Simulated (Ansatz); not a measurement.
**Stack of 1T-IrSSe under 1T-SiSe2, upper layer turned by 180° in a perpendicular field**

Wanted: the out-of-plane response of the stack of 1T-IrSSe under 1T-SiSe2, upper layer turned by 180°. A positive field points along +c.

Method: plane-wave DFT, PBE-D3(BJ), Ansatz PAW, in Ansatz 0.2.0.

### 1. Starting point

The cell holds 6 atoms: 3 Se, 1 Ir, 1 S and 1 Si. Its edges and angles: a = 3.483 Å, b = 3.483 Å, c = 46.167 Å, α = 90.0°, β = 90.0°, γ = 120.0°. Regions: layer 1: 1T-IrSSe, 3 atoms (1 Se, 1 Ir and 1 S); layer 2: 1T-SiSe2, 3 atoms (2 Se and 1 Si). Vacuum lies along c.

### 2. Relaxing the slab

The starting cell is a guess, so the in-plane lattice and the atoms are relaxed first, with the slab cut off from its images along the normal.

The input, input.yaml:

```yaml
crystal:
  lattice:
    - [3.4829785, 0.0, 0.0]
    - [-1.74148925, 3.0163478618, 0.0]
    - [0.0, 0.0, 46.1665064777]
  atoms:
    - { symbol: Se, position: [0.6666666667, 0.3333333333, 0.4180519921] }
    - { symbol: Ir, position: [0.0, 0.0, 0.4502814336], spin: 1.0 }
    - { symbol: S, position: [0.3333333333, 0.6666666667, 0.4767191277] }
    - { symbol: Se, position: [0.6666666667, 0.3333333333, 0.5427843389] }
    - { symbol: Si, position: [0.3333333333, 0.6666666667, 0.5623661734] }
    - { symbol: Se, position: [0.0, 0.0, 0.5819480079] }
  periodic: [true, true, false]
magnetization:
  spin_polarized: true
kpoints:
  mp_grid: { grid: [12, 12, 1] }
hamiltonian:
  xc: pbe
  dispersion: d3bj
scf:
  occupations: { method: fermi_dirac, width: 0.05 }
  convergence: { dr2_threshold: 1.0e-09 }
relax:
  f_tol: 0.004
  max_steps: 90
  cell: {}
output:
  write_potential: true
  write_density: true
  volumetric_format: npy
```

Run with:

```bash
> ansatz run input.yaml --threads 8 --pin off --max-ram 12288MiB --backend cpu --events-out ev --progress --plain --runs-dir out
```

Numbers of over 12 decimals in the logs are rounded to 6 here.

Log:

```text
Warning: relax.cell: scf.convergence.dr2_threshold = 1e-9 eV is looser than the 1.94437688798e-10 eV advised for a relaxation that steers and ends on the stress (1e-10 eV for each atom of the cell: 6, times the square of relax.cell.stress_2d_tol = 0.05 N/m over 17.6 Å (the atoms' height at the walk's start and 5 Å past either face), 2.846e-2 GPa, over a crystal's default 0.05). What an SCF threshold leaves in a stress goes as its square root, and in the free energy as the threshold itself, and one threshold admits the most on a small cell: [figures from the program's tests cut] Set scf.convergence.dr2_threshold to 1.94437688798e-10 eV or tighter. [rest of the remark cut]
Engine: ansatz 0.2.0, aarch64-unknown-linux-gnu
Pseudopotentials: kind: paw
Pseudopotential: Se, paw, valence charge 16, recommended cutoff 420 eV (normal), Se.paw.azcp
Pseudopotential: Ir, paw, valence charge 17, recommended cutoff 420 eV (normal), Ir.paw.azcp
Pseudopotential: S, paw, valence charge 6, recommended cutoff 420 eV (normal), S.paw.azcp
Pseudopotential: Si, paw, valence charge 4, recommended cutoff 420 eV (normal), Si.paw.azcp
Functional definition: PBE
  parameter kappa = 0.804
  parameter beta = 0.066725
  exchange = pbe_x(kappa = kappa, mu = beta*pi^2/3)
  correlation = pbe_c(beta = beta)
Crystal: 6 atoms, lattice volume = 485.020 Å³
Basis set: ecut = 420 eV, 9425 PW (Γ), exchange–correlation on 48×48×640 points (8 copies of the dense FFT grid, shifted against one another)
Bands: 46, of which v1, the nominal top of the filled ones, is band 38 counted from 1 (37 counted from 0)
Symmetry: 6 space group operations
Space group: P3m1 (ITA 156), of the structure as read, at distance tolerance 7.9e-5 Å
Magnetic group: BNS 156.49 (UNI 1279), of the structure as read, at distance tolerance 7.9e-5 Å
k-points: 19 of 144 (time reversal used)
Non-local potential: Se, projectors of the file, l = 0: 2, l = 1: 2, l = 2: 3, l = 3: 1
Non-local potential: Ir, projectors of the file, l = 0: 3, l = 1: 2, l = 2: 2, l = 3: 1
Non-local potential: S, projectors of the file, l = 0: 2, l = 1: 2, l = 2: 2
Non-local potential: Si, projectors of the file, l = 0: 2, l = 1: 2, l = 2: 2
PAW form: soft (Blöchl's): semilocal exchange-correlation on the pseudo side does not see the compensation charge
PAW one-centre angular grid: Se, 590 points (default); XC on 64 Gauss nodes
PAW one-centre angular grid: Ir, 590 points (default); XC on 64 Gauss nodes
PAW one-centre angular grid: S, 110 points (default); XC on 64 Gauss nodes
PAW one-centre angular grid: Si, 110 points (default); XC on 64 Gauss nodes
Starting moments: Σ|m| = 1 μB on 1 of 6 sites
Initial wavefunctions: pseudopotential atomic-orbital guess
Functional: x = pbe(κ = 0.804, μ = 0.219515), c = pbe(β = 0.066725)
iter 1 solved again at ethr=2.40e-3 eV; its pass at ethr=3.10e-3 eV (dr2=1.80e0 eV) is discarded
SCF iter   1: F=—  HF=-29880.031175 eV  |F-HF|=—  |Δ(HF+E_count)|=         —  Δρ=1.22e-2 (↑1.22e-2 ↓1.03e-2)  dr2=1.86e0  dr2_m=3.72e-2  M=0.766 μB ∫|m|=0.783 μB  β_m=0.30  ethr=2.40e-3  ⟨swp⟩=1.6  Hψ=14188  notcnv=0
Mixer restart at iter 1: flushing history
preconditioner: auto → LDOS  [metal: Δε(μ)=0.013 eV  Ē_g=10.362 eV  σ=0.050 eV  W_gap=0.06  n_scr=28 (ndim 8)  ℏωp=10.3 eV  f_vac=0.752  D(μ)=3.22/eV (n_scr^D=16)]
spin=Collinear: LDOS preconditioning applied to the charge; magnetization (m = ρ↑ − ρ↓) channel mixes plain (no charge-response kernel on spin).
SCF iter   2: F=—  HF=-29879.935092 eV  |F-HF|=—  |Δ(HF+E_count)|=   9.61e-2  Δρ=8.51e-3 (↑8.51e-3 ↓6.98e-3)  dr2=6.81e-1  dr2_m=2.74e-2  M=0.714 μB ∫|m|=0.734 μB  β_m=0.49  ethr=2.40e-3  ⟨swp⟩=4.1  Hψ=3263  notcnv=0  defer=17
SCF iter   3: F=—  HF=-29880.079014 eV  |F-HF|=—  |Δ(HF+E_count)|=   1.44e-1  Δρ=3.11e-3 (↑3.11e-3 ↓2.42e-3)  dr2=1.87e-1  dr2_m=1.41e-2  M=0.584 μB ∫|m|=0.616 μB  β_m=0.50  ethr=9.08e-4  ⟨swp⟩=3.5  Hψ=3481  notcnv=0  defer=76
SCF iter   4: F=—  HF=-29880.147706 eV  |F-HF|=—  |Δ(HF+E_count)|=         —  Δρ=3.35e-3 (↑3.35e-3 ↓3.20e-3)  dr2=3.03e-2  dr2_m=4.45e-2  M=0.287 μB ∫|m|=0.303 μB  β_m=0.50  ethr=2.49e-4  ⟨swp⟩=4.1  Hψ=3033  notcnv=0  defer=100
SCF iter   5: F=—  HF=-29880.143958 eV  |F-HF|=—  |Δ(HF+E_count)|=   3.75e-3  Δρ=1.94e-3 (↑1.94e-3 ↓1.78e-3)  dr2=7.43e-3  dr2_m=1.48e-2  M=0.223 μB ∫|m|=0.236 μB  β_m=0.75  ethr=4.04e-5  ⟨swp⟩=3.2  Hψ=3460  notcnv=0  defer=100
SCF iter   6: F=—  HF=-29880.143797 eV  |F-HF|=—  |Δ(HF+E_count)|=   1.61e-4  Δρ=4.99e-4 (↑4.87e-4 ↓4.99e-4)  dr2=2.19e-3  dr2_m=8.57e-4  M=0.117 μB ∫|m|=0.123 μB  β_m=0.71  ethr=9.91e-6  ⟨swp⟩=3.2  Hψ=3668  notcnv=0  defer=95
SCF iter   7: F=—  HF=-29880.143638 eV  |F-HF|=—  |Δ(HF+E_count)|=   1.59e-4  Δρ=2.24e-4 (↑2.24e-4 ↓2.08e-4)  dr2=4.40e-4  dr2_m=1.81e-4  M=0.077 μB ∫|m|=0.081 μB  β_m=0.73  ethr=2.92e-6  ⟨swp⟩=3.0  Hψ=3796  notcnv=0  defer=93
SCF iter   8: F=—  HF=-29880.143797 eV  |F-HF|=—  |Δ(HF+E_count)|=   1.58e-4  Δρ=1.26e-4 (↑1.26e-4 ↓1.22e-4)  dr2=1.88e-4  dr2_m=5.88e-5  M=0.047 μB ∫|m|=0.050 μB  β_m=0.84  ethr=5.86e-7  ⟨swp⟩=3.3  Hψ=3761  notcnv=0  defer=90
SCF iter   9: F=—  HF=-29880.143915 eV  |F-HF|=—  |Δ(HF+E_count)|=   1.18e-4  Δρ=5.91e-5 (↑5.91e-5 ↓5.26e-5)  dr2=5.81e-5  dr2_m=1.13e-5  M=0.020 μB ∫|m|=0.021 μB  β_m=0.82  ethr=2.51e-7  ⟨swp⟩=3.1  Hψ=3369  notcnv=0  defer=90
SCF iter  10: F=—  HF=-29880.143939 eV  |F-HF|=—  |Δ(HF+E_count)|=   2.40e-5  Δρ=2.52e-5 (↑2.52e-5 ↓2.32e-5)  dr2=5.23e-6  dr2_m=2.34e-6  M=0.008 μB ∫|m|=0.009 μB  β_m=0.88  ethr=7.74e-8  ⟨swp⟩=3.2  Hψ=3314  notcnv=0  defer=90
SCF iter  11: F=—  HF=-29880.143941 eV  |F-HF|=—  |Δ(HF+E_count)|=   2.74e-6  Δρ=1.62e-5 (↑1.62e-5 ↓1.62e-5)  dr2=1.89e-6  dr2_m=1.08e-6  M=0.006 μB ∫|m|=0.006 μB  β_m=0.94  ethr=6.98e-9  ⟨swp⟩=3.1  Hψ=3717  notcnv=0  defer=90
SCF iter  12: F=—  HF=-29880.143944 eV  |F-HF|=—  |Δ(HF+E_count)|=   2.28e-6  Δρ=7.40e-6 (↑6.59e-6 ↓7.40e-6)  dr2=1.95e-6  dr2_m=1.36e-7  M=0.002 μB ∫|m|=0.002 μB  β_m=0.81  ethr=2.52e-9  ⟨swp⟩=3.0  Hψ=3845  notcnv=0  defer=90
SCF iter  13: F=—  HF=-29880.143944 eV  |F-HF|=—  |Δ(HF+E_count)|=   9.62e-8  Δρ=3.08e-6 (↑2.43e-6 ↓3.08e-6)  dr2=3.32e-7  dr2_m=1.63e-8  M=0.001 μB ∫|m|=0.001 μB  β_m=0.71  ethr=2.52e-9  ⟨swp⟩=2.9  Hψ=3369  notcnv=0  defer=90
SCF iter  14: F=—  HF=-29880.143944 eV  |F-HF|=—  |Δ(HF+E_count)|=   5.21e-8  Δρ=1.21e-6 (↑1.13e-6 ↓1.21e-6)  dr2=6.99e-8  dr2_m=2.44e-9  M=0.000 μB ∫|m|=0.000 μB  β_m=0.67  ethr=4.43e-10  ⟨swp⟩=3.3  Hψ=3330  notcnv=0  defer=90
[...]
SCF iter   2: F=—  HF=-29884.088666 eV  |F-HF|=—  |Δ(HF+E_count)|=   1.06e-2  Δρ=4.75e-5 (↑4.75e-5 ↓4.75e-5)  dr2=2.57e-6  dr2_m=2.53e-12  M=-0.000 μB ∫|m|=0.000 μB  β_m=0.54  ethr=1.35e-8  ⟨swp⟩=4.3  Hψ=4742  notcnv=0
SCF iter   3: F=—  HF=-29884.090626 eV  |F-HF|=—  |Δ(HF+E_count)|=   1.96e-3  Δρ=2.26e-5 (↑2.26e-5 ↓2.26e-5)  dr2=5.57e-7  dr2_m=1.16e-12  M=-0.000 μB ∫|m|=0.000 μB  β_m=0.70  ethr=3.42e-9  ⟨swp⟩=3.5  Hψ=3348  notcnv=0
SCF iter   4: F=—  HF=-29884.091398 eV  |F-HF|=—  |Δ(HF+E_count)|=   7.72e-4  Δρ=7.40e-6 (↑7.40e-6 ↓7.40e-6)  dr2=1.20e-7  dr2_m=3.78e-13  M=-0.000 μB ∫|m|=0.000 μB  β_m=0.72  ethr=7.43e-10  ⟨swp⟩=3.5  Hψ=3234  notcnv=0  defer=4
SCF iter   5: F=—  HF=-29884.091560 eV  |F-HF|=—  |Δ(HF+E_count)|=   1.62e-4  Δρ=1.40e-6 (↑1.40e-6 ↓1.40e-6)  dr2=6.55e-9  dr2_m=9.25e-14  M=-0.000 μB ∫|m|=0.000 μB  β_m=0.69  ethr=1.61e-10  ⟨swp⟩=3.3  Hψ=3132  notcnv=0  defer=10
SCF iter   6: F=—  HF=-29884.091754 eV  |F-HF|=—  |Δ(HF+E_count)|=   1.93e-4  Δρ=4.80e-7 (↑4.80e-7 ↓4.80e-7)  dr2=2.77e-8  dr2_m=3.09e-14  M=-0.000 μB ∫|m|=0.000 μB  β_m=0.69  ethr=8.73e-12  ⟨swp⟩=5.3  Hψ=4775  notcnv=0  defer=14
SCF iter   7: F=—  HF=-29884.091756 eV  |F-HF|=—  |Δ(HF+E_count)|=   1.87e-6  Δρ=1.98e-7 (↑1.97e-7 ↓1.98e-7)  dr2=5.41e-9  dr2_m=1.50e-14  M=-0.000 μB ∫|m|=0.000 μB  β_m=0.72  ethr=8.73e-12  ⟨swp⟩=2.9  Hψ=2548  notcnv=0  defer=14
iter 8 met the thresholds in force, and the SCF goes on: an eigenvalue changes by 0.34 meV, over its tolerance of 0.06 meV (output.eigenvalues, Limitations)
SCF iter   8: F=-29884.091756 eV  HF=-29884.091756 eV  |F-HF|=1.50e-8  |Δ(HF+E_count)|=   3.29e-7  Δρ=1.19e-7 (↑1.19e-7 ↓1.19e-7)  dr2=9.82e-10  dr2_m=4.10e-15  M=-0.000 μB ∫|m|=0.000 μB  β_m=0.62  ethr=1.33e-12  ⟨swp⟩=15.7  Hψ=13980  notcnv=0
iter 9 met the thresholds in force, and the SCF goes on: an eigenvalue changes by 0.29 meV, over its tolerance of 0.05 meV (output.eigenvalues, Limitations)
SCF iter   9: F=-29884.091756 eV  HF=-29884.091756 eV  |F-HF|=9.58e-9  |Δ(HF+E_count)|=   5.82e-9  Δρ=5.69e-8 (↑5.69e-8 ↓5.69e-8)  dr2=2.28e-10  dr2_m=2.12e-15  M=-0.000 μB ∫|m|=0.000 μB  β_m=1.00  ethr=1.31e-12  ⟨swp⟩=7.3  Hψ=9476  notcnv=0
Mixer restart at iter 9: flushing history
SCF iter  10: F=-29884.091756 eV  HF=-29884.091756 eV  |F-HF|=4.10e-9  |Δ(HF+E_count)|=   9.80e-9  Δρ=1.07e-7 (↑1.07e-7 ↓1.07e-7)  dr2=4.23e-9  dr2_m=3.45e-16  M=-0.000 μB ∫|m|=0.000 μB  β_m=1.00  ethr=1.00e-12  ⟨swp⟩=2.1  Hψ=2248  notcnv=0  κ⁻¹=1.0e0(r=1)
SCF iter  11: F=-29884.091756 eV  HF=-29884.091756 eV  |F-HF|=4.07e-9  |Δ(HF+E_count)|=  8.73e-11  Δρ=6.84e-8 (↑6.84e-8 ↓6.80e-8)  dr2=4.14e-9  dr2_m=3.16e-16  M=-0.000 μB ∫|m|=0.000 μB  β_m=1.00  ethr=1.00e-12  ⟨swp⟩=2.1  Hψ=2214  notcnv=0  κ⁻¹=5.2e-2(r=2)
SCF iter  12: F=-29884.091756 eV  HF=-29884.091756 eV  |F-HF|=9.46e-10  |Δ(HF+E_count)|=  2.18e-10  Δρ=4.97e-8 (↑4.96e-8 ↓4.97e-8)  dr2=7.98e-10  dr2_m=2.79e-16  M=-0.000 μB ∫|m|=0.000 μB  ethr=1.00e-12  ⟨swp⟩=9.5  Hψ=10098  notcnv=0
the starting moments were not kept: the SCF closed with an absolute magnetisation of 3.9e-8 μB, where they sum to 1 μB in size (1 site). That is at most 0.1 of that sum. Measured as dr2_m measures the in/out step, that magnetisation stands 1.9e-16 eV from none, at or under the dr2_threshold of 1.0e-9 eV: it is no larger than a step whose dr2_m would equal this threshold.
SCF 8 converged in 12 iterations: F = -29884.091756 eV  dr2 = 7.98e-10
relax step   8: F+E_penalty+E_count = -29884.09175586 eV  Δ(F+E_penalty+E_count) = -4.417e-4 eV  max|allowed force component| = 3.753e-3 eV/Å  Δτ_max = 0.0000 Å  P = -0.019 N/m  Ω = 499.418 Å³  fix = [c, alpha, beta]  reactions: c -0.000 N/m  stress off target by 1.89e-2 N/m on what of the cell is left free  SCF on the basis re-selected at this cell (its energy is not comparable with the rows above)  (12 SCF iters)
basis re-selected at this cell: Δ(F+E_penalty+E_count) = -4.417e-4 eV, ΔP = -0.005 N/m vs the last step (what re-selecting the basis moved, of the pressure what is left beyond the Pulay correction that the steps carried, after the strain that the cell walked since its last selection, with what the two solves' SCF thresholds leave and, on support functions, any second-order correction that the steps lacked; it is no m [...]
SCF converged after 12 iterations
an eigenvalue changed by more than its tolerance at an iteration that met the thresholds in force, so the SCF went on 2 times, its first undamped step at iteration 9: the last check found none over its tolerance
Magnetization: -0.0000 μB (37.5000 up, 37.5000 down)
Absolute magnetization: 0.0000 μB (∫|ρ↑−ρ↓|, with the PAW one-centre terms)
Spin contamination: 0.0000 ħ² per cell (⟨S²⟩ above its minimum at these occupations)
Per-site moments (μB) at R_I (Å): [(-1.1784908438895927e-8, 1.040482), (-8.547647114745712e-9, 0.957397), (-4.433613731188173e-9, 0.957397), (-1.407621535784774e-10, 1.026614), (-1.377855448066725e-11, 1.024745), (-1.0587661368598253e-10, 1.024745)]
Free energy (F): -29884.091756 eV
Harris-Foulkes:  -29884.091756 eV  (|F-HF|=9.46e-10)
Internal energy: -29884.068378 eV  (E = F + TS)
E sigma→0 (E₀):  -29884.080067 eV
Entropy (-TS):   -0.023377 eV (-3.896 meV/atom)
Fermi energy:    -5.248060 eV
--- Per-component energies (eV) ---
  E_band       = -2506.738228
  E_kinetic    = 1130.074009
  E_local      = -387188.066478  (includes V_loc(G=0)·N_el)
  E_nonlocal   = -1660.673446
  E_hartree    = 192763.011709
  E_xc         = -733.757986
  E_vxc        = -730.141589  (∫ρ·V_xc dr)
  E_paw        = -16070.996975  (= ΣΔE_a)
  E_vpaw       = 416.042884  (= ΣTr[D̂ρ^β])
  E_aug_tail   = -0.001724  (compensation charges beyond the density's cutoff)
  E_ewald      = 181878.403894
  E_disp       = -2.061382  (pairwise vdW)
  E_smearing   = -0.023377  (= −TS)
  E_closure    = 0.000000  (closes the sum)
  Σ components = -29884.091756   (vs F -29884.091756, Δ=0.00e0)
--- Forces (eV/Å), atoms counted from 1 ---
  atom   1  Se     0.00000000     0.00000000     0.00008424
  atom   2  Ir    -0.00000000     0.00000000     0.00247807
  atom   3  S     -0.00000000    -0.00000000    -0.00345546
  atom   4  Se     0.00000000     0.00000000    -0.00037042
  atom   5  Si    -0.00000000    -0.00000000     0.00375289
  atom   6  Se    -0.00000000    -0.00000000    -0.00248971
  max |Σ_I F_I| component: 3.86e-7 eV/Å
--- 2D stress c σ (N/m, compression-positive) ---
       -0.018947      -0.000000      -0.000000
       -0.000000      -0.018947       0.000000
       -0.000000       0.000000      -0.000000
  P = ½ c Tr σ = -0.0189 N/m
--- Band table (eV; the first three rows and the last of 38) ---
  k-point 0 ↑: bands = [... 34 lower, -6.2394, -5.5413, -5.5413, -5.3522, -3.4092, -2.4185, -1.7834, -1.7834, ... 4 higher]
  k-point 1 ↑: bands = [... 34 lower, -5.9816, -5.9727, -5.4388, -4.8527, -3.0165, -2.2611, -1.9951, -1.9169, ... 4 higher]
  k-point 2 ↑: bands = [... 34 lower, -6.1171, -5.9130, -5.2988, -4.6878, -3.2826, -2.9025, -2.1721, -1.5124, ... 4 higher]
  k-point 18 ↓: bands = [... 34 lower, -7.0412, -6.7468, -5.9245, -5.4336, -3.7116, -3.2179, -2.3973, -0.3972, ... 4 higher]
  the weakly bound empty levels are not read free of the cell's end (no_gap_told)
--- Relaxed structure (7 steps of the walk, 6 accepted, 1 SCFs on fresh bases) ---
  F+E_penalty+E_count = -29884.09175586 eV   max|allowed force component| = 3.753e-3 eV/Å   (the final SCF, on the basis selected at the relaxed cell)
  cell:  # Å, volume = 499.4180 Å³
    - [3.534299, 0, 0]
    - [-1.767149, 3.060793, 0]
    - [0, 0, 46.1665064777]
  atoms:
    - { symbol: Se, position: [0.666667, 0.333333, 0.418700] }
    - { symbol: Ir, position: [0, 0, 0.450818] }
    - { symbol: S, position: [0.333333, 0.666667, 0.474774] }
    - { symbol: Se, position: [0.666667, 0.333333, 0.531814] }
    - { symbol: Si, position: [0.333333, 0.666667, 0.562677] }
    - { symbol: Se, position: [0, 0, 0.593368] }
```

It took 1.8 min on 8 threads of Arm Neoverse V2, shared host; peak memory 1.8 GiB; 14 min of CPU time.

Step by step:

```tsv
step	energy less that of the first step (eV)	largest force component (eV/Å)	volume (Å³)
1	0.0000	7.4181	485.02
2	-2.4451	4.5072	492.33
3	-3.6598	1.9750	492.20
4	-3.9354	0.2539	491.68
5	-3.9466	0.0608	499.12
6	-3.9452	0.0862	499.71
7	-3.9474	0.0038	499.42
8*	-3.9478	0.0038	499.42
```

Relaxation steps marked * repeat the geometry before them on a plane-wave basis chosen anew for their cell, so energy and pressure can jump there. Relaxation step 6 was tried and not accepted.

The run keeps the 6 symmetry operations that it works with, so distortions that break them were not tested.

```tsv
cell as run	before	after	change
a (Å)	3.483	3.534	+1.5 %
b (Å)	3.483	3.534	+1.5 %
```

The atoms that moved most (Å, along periodic axes as changes of fractional coordinates times the final cell, across vacuum about the mean position):

```tsv
atom	dx	dy	dz	length
Se6	0.000	0.000	0.527	0.527
Se4	0.000	0.000	-0.506	0.506
S3	0.000	0.000	-0.090	0.090
Se1	0.000	0.000	0.030	0.030
Ir2	0.000	0.000	0.025	0.025
Si5	0.000	0.000	0.014	0.014
```

Final coordinates:

```xyz
6
Lattice="3.5343 0.0000 0.0000 -1.7671 3.0608 0.0000 0.0000 0.0000 46.1665" Properties=species:S:1:pos:R:3
Se    1.7671    1.0203   19.3299
Ir    0.0000    0.0000   20.8127
S     0.0000    2.0405   21.9187
Se    1.7671    1.0203   24.5520
Si    0.0000    2.0405   25.9768
Se    0.0000    0.0000   27.3937
```

This step gave:

| Property | Result |
| --- | --- |
| energy at zero smearing | -29884.0801 eV |

The lattice constant a goes from 3.483 to 3.534 Å.

(Part 1 of 3 ends here.)

[Logs are printed without paths, hosts, clocks, repeated set-up lines and the standing remarks that a program may print on its own settings, such as how far it seeks lower states.]

[Hosts, paths, dates, database ids (printed as entryN), source tags and the programs' standing remarks are cut or masked in the printed files.]

[Maps of the electrostatic potential energy from Ansatz leave out the sawtooth potential of an applied field or a dipole correction, so their vacuum need not be flat; planar profiles and work functions include it.]
